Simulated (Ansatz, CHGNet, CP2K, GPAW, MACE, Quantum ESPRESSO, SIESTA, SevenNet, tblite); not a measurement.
# ScB2(011) slab (81 atoms) in CP2K

Wanted: CP2K inputs and outputs for ScB2(011) slab (81 atoms), checked against a plane-wave reference.

Calculated with CP2K 2026.2; the method is named at each step.

### Step 1. The starting structure

The cell holds 81 atoms: 27 Sc and 54 B. Its edges and angles: a = 9.450 Å, b = 14.171 Å, c = 19.031 Å, α = 90.0°, β = 90.0°, γ = 70.5°. It derives from ScB2 (P6/mmm (measured, COD)). P6/mmm (COD entry) ScB2 (cell 3.15, 3.15, 3.52, 90, 90, 120), (011) slab of 3 repeat layers, 3 x 3 surface cells, 14 Å of vacuum; atoms within 1.94 Å of the bottom held; every coordinate displaced by a Gaussian of 0.09 Å. Then every atom was moved at random, 0.05 Å r.m.s. a Cartesian component. Vacuum lies along c.

The yardstick, on the same geometry:

```
method                 : Kohn-Sham DFT, PBE, PAW, plane waves (Ansatz 0.2.0); cutoff 420 eV, Γ point, fermi-dirac smearing of 0.05 eV; PAW set soft_2
r.m.s. force component : 1.457 eV/Å
longest force          : 5 eV/Å
SCF cycles             : 11
time                   : 14 s on 8 threads of Arm Neoverse V2, shared host
CPU time               : 1.7 min
```

### Step 2. PBE, DZVP-MOLOPT-SR, 800/50 Ry, diagonalisation

Method: Kohn-Sham DFT, PBE, GTH-PBE pseudopotentials, Gaussian and plane waves, DZVP-MOLOPT-SR-GTH, diagonalisation.

input.inp

```
&GLOBAL
  PROJECT cell
  RUN_TYPE ENERGY_FORCE
  PRINT_LEVEL LOW
&END GLOBAL
&FORCE_EVAL
  METHOD QS
  &DFT
    BASIS_SET_FILE_NAME BASIS_MOLOPT
    POTENTIAL_FILE_NAME GTH_POTENTIALS
    &MGRID
      CUTOFF 800
      REL_CUTOFF 50
      NGRIDS 5
    &END MGRID
    &QS
      EPS_DEFAULT 1.0E-12
    &END QS
    &SCF
      SCF_GUESS ATOMIC
      EPS_SCF 1.0E-06
      MAX_SCF 200
      ADDED_MOS 43
      &DIAGONALIZATION
        ALGORITHM STANDARD
      &END DIAGONALIZATION
      &SMEAR ON
        METHOD FERMI_DIRAC
        ELECTRONIC_TEMPERATURE [K] 580
      &END SMEAR
      &MIXING
        METHOD BROYDEN_MIXING
        ALPHA 0.15
        NBROYDEN 8
      &END MIXING
      &PRINT
        &RESTART OFF
        &END RESTART
      &END PRINT
    &END SCF
    &XC
      &XC_FUNCTIONAL PBE
      &END XC_FUNCTIONAL
    &END XC
    &PRINT
      &MULLIKEN ON
      &END MULLIKEN
      &LOWDIN ON
      &END LOWDIN
      &HIRSHFELD ON
      &END HIRSHFELD
      &MO ON
        EIGENVALUES T
        OCCUPATION_NUMBERS T
        MO_INDEX_RANGE 219 242
        &EACH
          QS_SCF 0
        &END EACH
        ADD_LAST NUMERIC
      &END MO
    &END PRINT
  &END DFT
  &SUBSYS
    &CELL
      A 9.45000 0.00000 0.00000
      B 4.72500 13.36003 0.00000
      C 0.00000 0.00000 19.03125
    &END CELL
    &COORD
      Sc 10.83740 4.48109 7.31352
      B 9.44660 2.26453 7.73811
      B 1.41263 1.81736 7.01701
      Sc 1.50203 1.70327 9.52438
      B 1.47434 4.05624 10.00549
      B 9.24125 3.50060 9.22254
      Sc 9.16900 3.20414 11.67358
      B 1.26975 1.39733 11.88977
      B 9.47533 0.69312 11.42617
      Sc 4.47552 4.27174 7.26213
      B 2.93352 2.61416 7.62582
      B 4.67217 1.90167 6.99360
      Sc 4.41655 1.64702 9.65950
      B 4.45048 3.95831 9.76779
      B 3.05207 3.60908 9.14356
      Sc 2.97840 3.39786 11.67929
      B 4.58183 1.39452 12.17048
      B 3.02976 0.62178 11.26802
      Sc 12.57082 8.97380 7.50402
      B 10.99782 6.77888 7.73354
      B 2.96154 6.47801 6.94165
      Sc 3.05471 6.14241 9.44407
      B 12.38645 8.45677 9.88997
      B 10.88470 8.02911 9.14927
      Sc 10.95723 7.55977 11.60297
      B 2.97840 5.79785 12.06258
      B 10.75481 5.14668 11.24633
      Sc 7.79899 4.39919 7.38964
      B 5.98615 2.39826 7.81290
      B 7.77097 1.78877 7.03281
      Sc 7.81420 1.59198 9.67796
      B 7.64292 3.96272 9.88883
      B 6.16282 3.42097 9.31637
      Sc 6.34421 3.19238 11.59479
      B 7.77366 1.26252 12.11529
      B 6.03883 0.56139 11.55654
      Sc 6.22911 8.88215 7.24158
      B 4.69159 6.80466 7.67055
      B 6.22717 6.25757 7.02424
      Sc 6.17491 5.95483 9.57158
      B 6.22849 8.57260 9.65798
      B 4.81643 7.96057 9.02253
      Sc 4.67203 7.74441 11.71716
      B 6.02924 5.67734 11.99406
      B 4.51691 5.29191 11.27811
      Sc 14.05806 13.34627 7.26575
      B 12.47712 11.17967 7.70100
      B 4.57526 10.84474 6.84497
      Sc 4.80632 10.30072 9.47909
      B 13.95581 13.11167 9.88921
      B 12.49186 12.55335 9.14870
      Sc 12.52753 12.26143 11.71411
      B 4.50652 10.37754 11.99996
      B 12.23071 9.58141 11.16145
      Sc 9.26908 8.94254 7.45397
      B 7.67042 6.84047 7.71603
[... 21 atom lines left out ...]
      B 9.37005 12.49537 9.03356
      Sc 9.32276 12.19089 11.52989
      B 10.79625 10.17527 12.20569
      B 9.55163 9.66745 11.34681
    &END COORD
    &KIND Sc
      BASIS_SET DZVP-MOLOPT-SR-GTH-q11
      POTENTIAL GTH-PBE-q11
    &END KIND
    &KIND B
      BASIS_SET DZVP-MOLOPT-SR-GTH-q3
      POTENTIAL GTH-PBE-q3
    &END KIND
  &END SUBSYS
  &PRINT
    &FORCES ON
    &END FORCES
  &END PRINT
&END FORCE_EVAL
```

Started as:

```console
$ OMP_NUM_THREADS=1 mpirun -np 4 cp2k.psmp -i input.inp > output.txt
```

Numbers of over 12 decimals in the logs are rounded to 6 here.

Log:

```text
CP2K| version string:                                       CP2K version 2026.2
 CP2K| Input file name                                                 input.inp
 GLOBAL| Basis set file name                                        BASIS_MOLOPT
 GLOBAL| Potential file name                                      GTH_POTENTIALS
 GLOBAL| Run type                                                   ENERGY_FORCE
 GLOBAL| Total number of message passing processes                             4
 GLOBAL| Number of threads for this process                                    1
 TOTAL NUMBERS AND MAXIMUM NUMBERS
  Total number of            - Atomic kinds:                                   2
                             - Atoms:                                         81
                             - Shell sets:                                    81
                             - Shells:                                       486
                             - Primitive Cartesian functions:                378
                             - Cartesian basis functions:                   1593
                             - Spherical basis functions:                   1404
  Maximum angular momentum of- Orbital basis functions:                        3
                             - Local part of the GTH pseudopotential:          2
                             - Non-local part of the GTH pseudopotential:      3
 SCF PARAMETERS         Density guess:                                    ATOMIC
                        max_scf:                                             200
                        eps_scf:                                        1.00E-06
                        added MOs                                        43    0
                        Mixing method:                            BROYDEN_MIXING
                                                charge density mixing in g-space
                        Smear method:                                FERMI_DIRAC
                        Electronic temperature [K]:                        580.0
                        Electronic temperature [a.u.]:                  1.84E-03
                        Accuracy threshold:                             1.00E-10
 Extrapolation method: initial_guess
 Number of electrons:                                                        459
 Number of occupied orbitals:                                                230
 Number of molecular orbitals:                                               273
 Number of orbital functions:                                               1404
 Number of independent orbital functions:                                   1404
 SCF WAVEFUNCTION OPTIMIZATION
  Step     Update method      Time    Convergence         Total energy    Change
     1 NoMix/Diag. 0.15E+00    5.1     1.93070328     -1428.5973985565 -1.43E+03
     2 Broy./Diag. 0.15E+00    7.4     0.13571792     -1413.6116629780  1.50E+01
     3 Broy./Diag. 0.15E+00    7.5     0.22738459     -1410.1366674876  3.47E+00
     4 Broy./Diag. 0.15E+00    7.4     0.08608816     -1403.6547548510  6.48E+00
[...]
38 Broy./Diag. 0.15E+00    7.6     0.00000122     -1413.4860643305 -9.49E-06
    39 Broy./Diag. 0.15E+00    7.6     0.00000095     -1413.4860803822 -1.61E-05
  *** SCF run converged in    39 steps ***
  Electronic density on regular grids:       -458.9999999998        0.0000000002
  Core density on regular grids:              458.9999999995       -0.0000000005
  Total charge density on r-space grids:       -0.0000000003
  Total charge density g-space grids:          -0.0000000003
  Overlap energy of the core charge distribution:               1.57545e-05
  Self energy of the core charge distribution:              -2720.985510
  Core Hamiltonian energy:                                    693.703442
  Hartree energy:                                             838.847264
  Exchange-correlation energy:                               -225.039702
  Electronic entropic energy:                                  -0.011590
  Fermi energy:                                                 0.017632
  Total energy:                                             -1413.486080
  Total energy (extrapolated to T->0):                      -1413.480285
 MO| EIGENVALUES AND OCCUPATION NUMBERS
 MO|
 MO|  Index      Eigenvalue [a.u.]        Eigenvalue [eV]             Occupation
 MO|    219               0.000560               0.015226               1.999816
 MO|    220               0.002012               0.054746               1.999595
 MO|    221               0.005871               0.159752               1.996694
[...]
MO|    241               0.046060               1.253358               0.000000
 MO|    242               0.047804               1.300803               0.000000
 MO| Sum:                                                             459.000000
 MO| E(Fermi):            0.017632 a.u.          0.479802 eV
 !-----------------------------------------------------------------------------!
                     Mulliken Population Analysis
 #  Atom  Element  Kind  Atomic population                           Net charge
       1     Sc       1         10.676570                              0.323430
       2     B        2          3.150352                             -0.150352
       3     B        2          3.098389                             -0.098389
[...]
# Total charge                            459.000000                  0.000000
 !-----------------------------------------------------------------------------!
 !-----------------------------------------------------------------------------!
                           Hirshfeld Charges
  #Atom  Element  Kind  Ref Charge     Population                    Net charge
      1       Sc     1      11.000         12.265                        -1.265
      2       B      2       3.000          2.307                         0.693
      3       B      2       3.000          2.342                         0.658
[...]
80       B      2       3.000          2.471                         0.529
     81       B      2       3.000          2.316                         0.684
  Total Charge                                                            0.000
 !-----------------------------------------------------------------------------!
 LOWDIN POPULATION ANALYSIS
 #  Atom  Element  Kind  Atomic population                           Net charge
[...]
80     B        2          2.817482                              0.182518
      81     B        2          3.041873                             -0.041873
 # Total charge                            459.000000                  0.000000
 ENERGY| Total FORCE_EVAL ( QS ) energy [hartree]          -1413.486030
 FORCES| Atomic forces [hartree/bohr]
 FORCES|   Atom     x               y               z               |f|
 FORCES|      1 -4.49266110E-03 -1.49360553E-02 -4.41532615E-03   1.62100233E-02
 FORCES|      2 -5.21527235E-02  2.89140022E-02 -3.95166818E-03   5.97623776E-02
 FORCES|      3  2.58814276E-02  2.09203405E-02  3.27945771E-02   4.67225131E-02
[...]
FORCES|     80  3.41187755E-02  7.77338067E-03 -4.06147283E-02   5.36103763E-02
 FORCES|     81 -5.91254354E-02 -1.91331938E-02 -5.76680195E-03   6.24111546E-02
 FORCES| Sum    -6.01808574E-06 -1.11565558E-05  3.61991885E-05
 FORCES| Total atomic force                                       3.83544957E-05
```

The job ended after 5.3 min (4 MPI ranks of Arm Neoverse V2, shared host; peak memory 11 GiB).

Banners, paths, timers and routine set-up lines are dropped from the logs unmarked, and long logs keep their key lines alone; longer cuts are marked.

Numbers from this run, and their distance from the reference:

| Item | Value |
| --- | --- |
| r.m.s. force component | 1.461 eV/Å |
| r.m.s. difference of force components | 16.26 meV/Å |
| longest difference of force vectors | 62.6 meV/Å |
| force difference over r.m.s. force | 1.116 % |
| slope of forces against the reference's | 1.003 |
| correlation of force components | 0.9999 |

Length of the force difference by element (eV/Å):

```
element  atoms   mean   most
      B     54  0.027  0.063
     Sc     27  0.024  0.046
```

A closer look about Sc25, whose charge lies farthest from its element's mean: 10 atoms, nearest first, numbered in the order of the input, with positions taken from that point.

```
atom      x      y      z  distance (Å)  bonds  Mulliken charge (e)     Fx     Fy  Fz (eV/Å)
Sc25   0.00   0.00   0.00          0.00      9                 0.05  -0.62   0.89       1.76
 B26   1.47  -1.76   0.46          2.34      6                -0.05   0.64  -0.28      -2.72
 B62  -1.60  -1.67   0.43          2.35      6                -0.05  -1.27  -1.82      -2.46
 B59  -1.54   0.79  -1.61          2.36      9                -0.03  -1.59   3.03      -0.06
 B23   1.43   0.90  -1.71          2.40      8                -0.07   1.26   1.12       0.01
 B54   1.27   2.02  -0.44          2.43      7                -0.26   2.07   1.17       2.12
 B27  -0.20  -2.41  -0.36          2.45      8                -0.20   1.10   1.95       1.73
 B24  -0.07   0.47  -2.45          2.50      9                -0.14   0.45  -1.07      -0.36
 B81  -1.41   2.11  -0.26          2.55      7                -0.20  -3.04  -0.98      -0.30
 B80  -0.16   2.62   0.60          2.69      6                -0.09   1.75   0.40      -2.09
```

Forces lie 1.1 % from the reference's, at 12 times its CPU time (on 4 against 8 cores).

### Step 3. PBE+D3(BJ), DZVP-MOLOPT-SR, 800/50 Ry, diagonalisation

Method: Kohn-Sham DFT, PBE+D3(BJ), GTH-PBE pseudopotentials, Gaussian and plane waves, DZVP-MOLOPT-SR-GTH, diagonalisation.

Changes to input.inp since step 2:

```diff
@@ -43,2 +43,10 @@
       &END XC_FUNCTIONAL
+      &VDW_POTENTIAL
+        POTENTIAL_TYPE PAIR_POTENTIAL
+        &PAIR_POTENTIAL
+          TYPE DFTD3(BJ)
+          PARAMETER_FILE_NAME dftd3.dat
+          REFERENCE_FUNCTIONAL PBE
+        &END PAIR_POTENTIAL
+      &END VDW_POTENTIAL
     &END XC
@@ -49,4 +57,2 @@
       &END LOWDIN
-      &HIRSHFELD ON
-      &END HIRSHFELD
       &MO ON
@@ -68,5 +74,6 @@
     &END CELL
-    &COORD
-[... 81 atom lines left out: the same atoms as in the first run ...]
-    &END COORD
+    &TOPOLOGY
+      COORD_FILE_NAME structure.xyz
+      COORD_FILE_FORMAT XYZ
+    &END TOPOLOGY
     &KIND Sc
```

structure.xyz

```xyz
81

Sc 10.83740 4.48109 7.31352
B 9.44660 2.26453 7.73811
B 1.41263 1.81736 7.01701
Sc 1.50203 1.70327 9.52438
B 1.47434 4.05624 10.00549
B 9.24125 3.50060 9.22254
Sc 9.16900 3.20414 11.67358
B 1.26975 1.39733 11.88977
B 9.47533 0.69312 11.42617
Sc 4.47552 4.27174 7.26213
B 2.93352 2.61416 7.62582
B 4.67217 1.90167 6.99360
Sc 4.41655 1.64702 9.65950
B 4.45048 3.95831 9.76779
B 3.05207 3.60908 9.14356
Sc 2.97840 3.39786 11.67929
B 4.58183 1.39452 12.17048
B 3.02976 0.62178 11.26802
Sc 12.57082 8.97380 7.50402
B 10.99782 6.77888 7.73354
[... 57 atom lines left out ...]
B 9.37005 12.49537 9.03356
Sc 9.32276 12.19089 11.52989
B 10.79625 10.17527 12.20569
B 9.55163 9.66745 11.34681
```

Log:

```text
CP2K| version string:                                       CP2K version 2026.2
 CP2K| Input file name                                                 input.inp
 GLOBAL| Basis set file name                                        BASIS_MOLOPT
 GLOBAL| Potential file name                                      GTH_POTENTIALS
 GLOBAL| Run type                                                   ENERGY_FORCE
 GLOBAL| Total number of message passing processes                             4
 GLOBAL| Number of threads for this process                                    1
 TOTAL NUMBERS AND MAXIMUM NUMBERS
  Total number of            - Atomic kinds:                                   2
                             - Atoms:                                         81
[... lines left out ...]
                        Smear method:                                FERMI_DIRAC
[... lines left out ...]
 Number of electrons:                                                        459
[... lines left out ...]
  Step     Update method      Time    Convergence         Total energy    Change
[... lines left out ...]
  *** SCF run converged in    39 steps ***
[... lines left out ...]
  Fermi energy:                                                 0.017632
  Total energy:                                             -1414.157088
  Total energy (extrapolated to T->0):                      -1414.151292
[... lines left out ...]
 MO|    242               0.047804               1.300803               0.000000
 MO| Sum:                                                             459.000000
 MO| E(Fermi):            0.017632 a.u.          0.479802 eV
 !-----------------------------------------------------------------------------!
                     Mulliken Population Analysis
 #  Atom  Element  Kind  Atomic population                           Net charge
       1     Sc       1         10.676570                              0.323430
       2     B        2          3.150352                             -0.150352
       3     B        2          3.098389                             -0.098389
[...]
# Total charge                            459.000000                  0.000000
 !-----------------------------------------------------------------------------!
 LOWDIN POPULATION ANALYSIS
 #  Atom  Element  Kind  Atomic population                           Net charge
[...]
80     B        2          2.817482                              0.182518
      81     B        2          3.041873                             -0.041873
 # Total charge                            459.000000                  0.000000
 ENERGY| Total FORCE_EVAL ( QS ) energy [hartree]          -1414.157037
 FORCES| Atomic forces [hartree/bohr]
 FORCES|   Atom     x               y               z               |f|
 FORCES|      1 -4.52811195E-03 -1.48551352E-02 -1.91371292E-03   1.56474003E-02
 FORCES|      2 -5.21494259E-02  2.89042992E-02 -2.83698082E-03   5.96914533E-02
 FORCES|      3  2.59085811E-02  2.09293879E-02  3.40324673E-02   4.76183020E-02
[...]
FORCES|     80  3.41276217E-02  7.72709908E-03 -4.18541349E-02   5.45542962E-02
 FORCES|     81 -5.91378166E-02 -1.91388110E-02 -6.85892845E-03   6.25349530E-02
 FORCES| Sum    -6.01808575E-06 -1.11565558E-05  3.61991885E-05
 FORCES| Total atomic force                                       3.83544957E-05
```

Wall time 5.2 min (4 MPI ranks); peak memory 11 GiB; 21 min of CPU time.

Numbers from this run, and their distance from the reference:

| Item | Value |
| --- | --- |
| r.m.s. force component | 1.461 eV/Å |
| r.m.s. difference of force components | 41.02 meV/Å |
| longest difference of force vectors | 120.8 meV/Å |
| force difference over r.m.s. force | 2.815 % |
| slope of forces against the reference's | 1.002 |
| correlation of force components | 0.9996 |

Against the first run (1.1 %), the force difference from the reference is 2.8 %, at 0.98 times the CPU time; the model has changed, so this is no error of the program alone.

(Continued in part 2 of 2.)

[Also dropped from logs without a mark: logging warnings of Python, and SIESTA's first energy breakdown and zero terms.]

[Logs are printed without paths, hosts, clocks, repeated set-up lines and the standing remarks that a program may print on its own settings, such as how far it seeks lower states.]

[Hosts, paths, dates, database ids (printed as entryN), source tags and the programs' standing remarks are cut or masked in the printed files.]
